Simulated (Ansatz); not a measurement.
## Ru under changes of volume

One of the cells (13.575 Å³/atom); the others are scaled copies at fixed shape and fractional positions:

```
CELL_PARAMETERS angstrom
2.70580 0.00000 0.00000
-1.35290 2.34329 0.00000
0.00000 0.00000 4.28190
ATOMIC_POSITIONS crystal
Ru 0.66667 0.33333 0.75000
Ru 0.33333 0.66667 0.25000
```

| Item | Value |
| --- | --- |
| Program | Ansatz 0.2.0 |
| Functional | LDA |
| Potentials or basis | Ansatz PAW |
| Cutoff | 420 eV (not typed: the program's choice for these potentials) |
| k mesh | 11 × 11 × 6 |
| Occupations | fermi-dirac, width 0.05 eV |
| Spin | no spin polarisation |

```tsv
volume (Å³/atom)	energy over the lowest point (meV/atom)	pressure (GPa)
12.760	9.46	9.9
13.032	0.00	1.6
13.303	3.74	-5.7
13.575	19.21	-12.2
13.846	45.07	-18.0
14.118	?	?
14.389	123.35	-27.6
```

Q: What does the run at 14.118 Å³/atom give?

A: Energy over the lowest point 80.14 meV/atom; pressure -23.1 GPa.

Worked out: A Birch-Murnaghan fit of order 3 (a polynomial in V^(-2/3)) to the other rows has its minimum at 13.09 Å³/atom with B0 = V·E''(V) = 366 GPa and B' = 4.8 at fixed shape and positions, which overstates the stiffness. It gives 80.19 meV/atom at 14.118 Å³/atom, against the run's 80.14, and -dE/dV = -23.2 GPa, against -23.1.

Energies are extrapolated to zero smearing.

Caveats: the PAW data sets come from PBE, with cores solved anew for the run's functional, which leaves a small shift of forces and pressure.
